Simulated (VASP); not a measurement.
Write the native input for VASP 6.6.1 that does the following.

```
Task                   : relaxation of cell and atoms
Functional             : LDA
Potentials or basis    : VASP PAW LDA potentials, release 64 (Sn_d, S)
Cutoff                 : 600 eV
k mesh                 : 9 × 9 × 5
Occupations            : gaussian, width 0.03 eV
Spin                   : no spin polarisation
Target pressure        : 9.78 GPa
Further INCAR settings : ALGO = Normal; EDIFF = 1e-07; IBRION = 2; EDIFFG = -0.005; NSW = 90; ISIF = 3
Target pressure        : 9.78 GPa
```

The structure of SnS2 (Berndtite-2T) lies in POSCAR:

```
SnS2                                    
1.0
    3.5487002653      0.0000000000     -0.0000000000
   -1.7743501326      3.0732645802      0.0000000000
   -0.0000000000      0.0000000000      5.1066704495
  Sn              S             
     1     2
Direct
     1.0000000000000000    0.0000000000000000    0.0000000000000000
     0.3333333332999970    0.6666666667000030    0.2859291920190701
     0.6666666667000030    0.3333333332999970    0.7140708079809297
```

One way to write it, as run:

INCAR

```
PREC     = Accurate       # precision mode
ENCUT    = 600            # plane-wave cutoff, eV
EDIFF    = 1E-7           # SCF threshold, eV
ISMEAR   = 0              # smearing method
SIGMA    = 0.03           # smearing width, eV
LREAL    = F              # projectors in reciprocal space
LASPH    = T              # aspherical terms in the spheres
NELM     = 80             # most SCF steps
ALGO     = Normal         # electronic algorithm
ISIF     = 3              # what is computed and relaxed
LWAVE    = F              # write WAVECAR
LCHARG   = F              # write CHGCAR
GGA      = CA             # functional
IBRION   = 2              # ionic algorithm
NSW      = 90             # ionic steps
EDIFFG   = -0.005         # ionic threshold
PSTRESS  = 97.8
```

KPOINTS

```
regular mesh
0
Gamma
  9 9 5
```

Potentials or basis: VASP PAW LDA potentials, release 64 (Sn_d, S).

Launch:

```bash
$ cat potpaw_LDA.64/Sn_d/POTCAR potpaw_LDA.64/S/POTCAR > POTCAR
$ mpirun -np 1 vasp_std > vasp.out
```

It gave:

```json
{"Relaxed volume": "18.56 Å³/atom", "Relaxed cell": "a = 3.548 Å, b = 3.548 Å, c = 5.106 Å, α = 90.00°, β = 90.00°, γ = 120.00°", "Space group after relaxing (to 0.05 Å)": "P-3m1 (No. 164)", "Energy change on relaxing (the enthalpy is what falls)": "+0.5 meV/atom", "Ionic steps": "3", "Pressure after relaxing": "9.8 GPa", "Largest force after relaxing": "0.005 eV/Å", "Band gap on the k mesh": "0.25 eV, indirect (least direct gap 1.45 eV)"}
```

Caveat: the cell is relaxed towards a set pressure, so the enthalpy falls and the energy may rise; spin-orbit coupling is left out, which moves the levels of the heavy elements; an odd mesh through Γ misses points on the zone boundary, where band edges often lie.

It took 76 s on 1 thread of Intel(R) Xeon(R) Platinum 8488C (Sapphire Rapids) (shared host), peak memory 0.19 GiB.
